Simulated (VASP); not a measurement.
# MgO (P6_3mc) in VASP: notebook, part 2 of 2

VASP 6.6.1. Earlier steps stand in the parts before.

### Step 3. Relaxation of cell and atoms, RPBE

The input, INCAR:

```
SYSTEM = MgO
PREC = Accurate
ENCUT = 600
EDIFF = 1E-7
ISMEAR = 0
SIGMA = 0.02
LREAL = .False.
LASPH = .True.
NELM = 60
ALGO = Normal
ISIF = 3
LWAVE = .False.
LCHARG = .False.
GGA = RP
IBRION = 2
NSW = 90
EDIFFG = -0.005
```

The input, KPOINTS:

```
Automatic mesh
0
Gamma
  9 9 6
  0 0 0
```

The input, POSCAR:

```
MgO
1.0
    3.3077869900      0.0000000000      0.0000000000
   -1.6538934900      2.8646275600      0.0000000000
    0.0000000000      0.0000000000      4.9828816700
Mg O
2 2
Direct
    0.3333333300      0.6666666700      0.0021597400
    0.6666666700      0.3333333300      0.5021597400
    0.3333333300      0.6666666700      0.4024402600
    0.6666666700      0.3333333300      0.9024402600
```

Potentials or basis: VASP PAW PBE potentials, release 64 (Mg, O).

The run is started by

```
> cat potpaw_PBE.64/Mg/POTCAR potpaw_PBE.64/O/POTCAR > POTCAR
> mpirun -np 1 vasp_std > vasp.out
```

Wall time 1.7 min (1 thread of Intel Xeon 6975P-C (Granite Rapids), shared host); peak memory 0.2 GiB.

Results (log left out):

```
Free energy                            : -22.3328 eV
Relaxed volume                         : 12.48 Å³/atom
Relaxed cell                           : a = 3.336 Å, b = 3.336 Å, c = 5.180 Å, α = 90.00°, β = 90.00°, γ = 120.00°
Space group after relaxing (to 0.05 Å) : P6_3mc (No. 186)
Energy gained by relaxing              : 12.9 meV/atom
Ionic steps                            : 12
Pressure after relaxing                : 0.0 GPa
Largest force after relaxing           : 0.003 eV/Å
Band gap on the k mesh                 : 3.42 eV, direct
```

Forces in eV/Å, atoms in the order of the input:
```
Mg   0.000  0.000 -0.003
Mg   0.000  0.000 -0.003
O    0.000  0.000  0.003
O    0.000  0.000  0.003
```

Step by step:
| step | energy change (eV) | largest force (eV/Å) | pressure (GPa) | volume (Å³) |
| --- | --- | --- | --- | --- |
| 1 | 0.0000 | 0.0066 | 6.21 | 47.22 |
| 2 | -0.0425 | 0.0581 | -1.51 | 50.41 |
| 3 | -0.0459 | 0.0448 | 0.02 | 49.69 |
| 4 | -0.0459 | 0.0458 | -0.10 | 49.74 |
| 5 | -0.0469 | 0.0506 | -0.10 | 49.77 |
| 6 | -0.0491 | 0.0623 | -0.11 | 49.85 |
| 7 | -0.0506 | 0.0754 | -0.16 | 50.01 |
| 8 | -0.0512 | 0.0416 | -0.10 | 50.00 |
| 9 | -0.0514 | 0.0100 | -0.05 | 49.99 |
| 10 | -0.0515 | 0.0057 | -0.03 | 49.97 |
| 11 | -0.0516 | 0.0067 | 0.00 | 49.94 |
| 12 | -0.0516 | 0.0030 | 0.00 | 49.93 |

Final structure:
```yaml
crystal:
  lattice:
    - [3.33642, 0.00000, 0.00000]
    - [-1.66821, 2.88943, 0.00000]
    - [0.00000, 0.00000, 5.17969]
  atoms:
    - { symbol: Mg, position: [0.33333, 0.66667, 0.00711] }
    - { symbol: Mg, position: [0.66667, 0.33333, 0.50711] }
    - { symbol: O, position: [0.33333, 0.66667, 0.39749] }
    - { symbol: O, position: [0.66667, 0.33333, 0.89749] }
```

Levels at points of the mesh, in eV from the valence-band top:
```csv
k point,band 4,band 5,band 6,band 7,band 8,band 9,band 10,band 11,band 12
"(0.00, 0.00, 0.00)",-0.55,-0.55,-0.27,-0.27,0.00,3.42,8.34,9.96,14.19
"(0.00, 0.00, 0.50)",-1.85,-0.42,-0.42,-0.42,-0.42,5.82,5.82,12.82,12.82
```

Caveat: the PAW data sets were made with another functional, which shifts forces and pressure a little; an odd mesh through Γ misses points on the zone boundary, where band edges often lie.

### Step 4. Relaxation of cell and atoms, PBEsol

The input, INCAR:

```
SYSTEM = MgO
PREC = Accurate ; ENCUT = 600
EDIFF = 1E-7 ; ISMEAR = 0
SIGMA = 0.02 ; LREAL = .False.
LASPH = .True. ; NELM = 60
ALGO = Normal ; ISIF = 3
LWAVE = .False. ; LCHARG = .False.
GGA = PS ; IBRION = 2
NSW = 90 ; EDIFFG = -0.005
```

KPOINTS is that of step 3.

POSCAR is that of step 3.

The run is started by

```
> cat potpaw_PBE.64/Mg/POTCAR potpaw_PBE.64/O/POTCAR > POTCAR
> mpirun -np 1 vasp_std > vasp.out
```

Wall time 69 s (1 thread of Intel Xeon 6975P-C (Granite Rapids), shared host); peak memory 0.2 GiB.

Results (log left out):

* Free energy: -24.5558 eV
* Relaxed volume: 11.81 Å³/atom
* Relaxed cell: a = 3.300 Å, b = 3.300 Å, c = 5.009 Å, α = 90.00°, β = 90.00°, γ = 120.00°
* Space group after relaxing (to 0.05 Å): P6_3mc (No. 186)
* Energy gained by relaxing: 0.0 meV/atom
* Ionic steps: 10
* Pressure after relaxing: 0.0 GPa
* Band gap on the k mesh: 3.37 eV, direct

Step by step:
```csv
step,energy change (eV),largest force (eV/Å),pressure (GPa),volume (Å³)
1,0.0000,0.0099,-0.09,47.22
2,0.0000,0.0047,0.03,47.17
3,0.0000,0.0043,0.05,47.17
4,0.0000,0.0038,0.04,47.17
5,-0.0001,0.0021,0.03,47.19
6,-0.0001,0.0016,0.01,47.22
7,-0.0001,0.0105,-0.03,47.29
8,-0.0002,0.0050,0.00,47.25
9,-0.0001,0.0204,-0.02,47.26
10,-0.0002,0.0005,0.00,47.25
```

Final structure:
```
Mg O
1.0
     3.30049    0.00000    0.00000
    -1.65025    2.85831    0.00000
     0.00000    0.00000    5.00863
Mg O
2 2
Direct
  0.33333 0.66667 0.00346
  0.66667 0.33333 0.50346
  0.33333 0.66667 0.40114
  0.66667 0.33333 0.90114
```

Levels at points of the mesh, in eV from the valence-band top:
```
           k point  band 6  band 7  band 8  band 9  band 10  band 11
(0.00, 0.00, 0.00)   -0.41   -0.41    0.00    3.37     8.41    10.19
(0.00, 0.00, 0.50)   -0.58   -0.58   -0.58    5.89     5.89    13.07
```

Caveat: the PAW data sets were made with another functional, which shifts forces and pressure a little; an odd mesh through Γ misses points on the zone boundary, where band edges often lie.

### Step 5. Relaxation of cell and atoms, LDA

Edit INCAR of step 4 so:

```diff
@@ -7,3 +7,3 @@
 LWAVE = .False. ; LCHARG = .False.
-GGA = PS ; IBRION = 2
+GGA = CA ; IBRION = 2
 NSW = 90 ; EDIFFG = -0.005
```

KPOINTS is that of step 4.

POSCAR is that of step 4.

Potentials or basis: VASP PAW LDA potentials, release 64 (Mg, O).

The run is started by

```
> cat potpaw_LDA.64/Mg/POTCAR potpaw_LDA.64/O/POTCAR > POTCAR
> mpirun -np 1 vasp_std > vasp.out
```

It took 4.1 min on 1 thread of Intel Xeon 6975P-C (Granite Rapids), shared host; peak memory 0.19 GiB.

It converged, with:

- Free energy: -26.5439 eV
- Relaxed volume: 10.53 Å³/atom
- Relaxed cell: a = 3.434 Å, b = 3.434 Å, c = 4.124 Å, α = 90.00°, β = 90.00°, γ = 120.00°
- Space group after relaxing (to 0.05 Å): P6_3/mmc (No. 194)
- Energy gained by relaxing: 77.3 meV/atom
- Ionic steps: 37
- Pressure after relaxing: 0.0 GPa
- Band gap on the k mesh: 3.56 eV, direct

Forces in eV/Å, atoms in the order of the input:
```
Mg   0.000  0.000  0.002
Mg   0.000  0.000  0.002
O    0.000  0.000 -0.002
O    0.000  0.000 -0.002
```

The path:
| step | energy change (eV) | largest force (eV/Å) | pressure (GPa) | volume (Å³) |
| --- | --- | --- | --- | --- |
| 1 | 0.0000 | 0.0486 | -5.59 | 47.22 |
| 2 | -0.0320 | 0.0214 | 2.31 | 44.46 |
| 3 | -0.0372 | 0.0019 | -0.01 | 45.18 |
| 4 | -0.0372 | 0.0009 | -0.13 | 45.22 |
| 5 | -0.0372 | 0.0091 | -0.13 | 45.21 |
| 6 | -0.0372 | 0.0175 | -0.12 | 45.21 |
| 7 | -0.0373 | 0.0150 | -0.06 | 45.18 |
| 8 | -0.0373 | 0.0075 | 0.11 | 45.12 |
| 9 | -0.0373 | 0.0048 | 0.09 | 45.12 |
| 10 | -0.0374 | 0.0034 | 0.03 | 45.12 |
| 11 | -0.0375 | 0.0188 | -0.08 | 45.13 |
| 12 | -0.0375 | 0.0181 | -0.09 | 45.13 |
| 13 | -0.0376 | 0.0151 | -0.10 | 45.12 |
| 14 | -0.0377 | 0.0091 | -0.13 | 45.11 |
| 15 | -0.0379 | 0.0037 | -0.19 | 45.08 |
| 16 | -0.0382 | 0.0320 | -0.31 | 45.02 |
| 17 | -0.0392 | 0.0994 | -0.57 | 44.90 |
| 18 | -0.0459 | 0.2711 | -1.16 | 44.63 |
| 19 | -0.0943 | 0.7046 | -2.05 | 43.95 |
| 20 | -0.0412 | 0.6503 | 5.11 | 42.02 |
| 21 | -0.0904 | 1.0434 | -1.38 | 43.59 |
| 22 | -0.1299 | 1.2240 | 0.15 | 42.86 |
| 23 | -0.1113 | 1.1392 | 2.09 | 42.46 |
| 24 | -0.1271 | 1.2182 | 0.77 | 42.72 |
| 25 | -0.1246 | 1.2046 | 1.08 | 42.65 |
| 26 | -0.1505 | 1.0840 | 0.64 | 42.67 |
| 27 | -0.2131 | 0.7664 | -0.53 | 42.75 |
| 28 | -0.2831 | 0.2996 | -2.15 | 42.89 |
| 29 | -0.2858 | 0.1631 | -3.27 | 43.14 |
| 30 | -0.2999 | 0.0379 | -3.10 | 43.04 |
| 31 | -0.3008 | 0.0239 | -2.96 | 43.00 |
| 32 | -0.3052 | 0.0151 | -2.08 | 42.73 |
| 33 | -0.3094 | 0.0046 | -0.18 | 42.17 |
| 34 | -0.3094 | 0.0065 | -0.01 | 42.12 |
| 35 | -0.3094 | 0.0072 | 0.05 | 42.10 |
| 36 | -0.3094 | 0.0058 | 0.03 | 42.11 |
| 37 | -0.3094 | 0.0021 | -0.04 | 42.13 |

Final structure:
```cif
data_structure
_symmetry_space_group_name_H-M 'P 1'
_symmetry_Int_Tables_number 1
_cell_length_a 3.4343
_cell_length_b 3.4343
_cell_length_c 4.1244
_cell_angle_alpha 90.000
_cell_angle_beta 90.000
_cell_angle_gamma 120.000
_cell_volume 42.13
loop_
_atom_site_label
_atom_site_type_symbol
_atom_site_fract_x
_atom_site_fract_y
_atom_site_fract_z
_atom_site_occupancy
Mg1 Mg 0.33333 0.66667 0.95226 1
Mg2 Mg 0.66667 0.33333 0.45226 1
O1 O 0.33333 0.66667 0.45234 1
O2 O 0.66667 0.33333 0.95234 1
```

Levels at points of the mesh, in eV from the valence-band top:
```tsv
k point	band 6	band 7	band 8	band 9	band 10	band 11
(0.00, 0.00, 0.00)	-0.87	-0.87	0.00	3.56	9.58	12.39
(0.00, 0.00, 0.50)	-1.38	-1.38	-1.38	6.57	6.57	12.92
```

### Step 6. Summary

| level | potentials or basis | cutoff (eV) | gap on the mesh (eV) | pressure (GPa) | relaxed volume (Å³/atom) |
| --- | --- | --- | --- | --- | --- |
| PBEsol | VASP PAW PBE potentials, release 64 (Mg, O_s) | 480 | 3.37 | 0.0 | 11.81 |
| RPBE | VASP PAW PBE potentials, release 64 (Mg, O) | 600 | 3.42 | 0.0 | 12.48 |
| PBEsol | VASP PAW PBE potentials, release 64 (Mg, O) | 600 | 3.37 | 0.0 | 11.81 |
| LDA | VASP PAW LDA potentials, release 64 (Mg, O) | 600 | 3.56 | 0.0 | 10.53 |

Alike in all rows: task relaxation of cell and atoms; no spin polarisation; cell relaxed; k mesh 9 × 9 × 6; smearing gaussian 0.02 eV.

Caveats: the PAW data sets were made with another functional, which shifts forces and pressure a little (some runs); an odd mesh through Γ misses points on the zone boundary, where band edges often lie (some runs).

Total energies depend on the potentials used, so only differences within one code and one set of settings carry meaning.
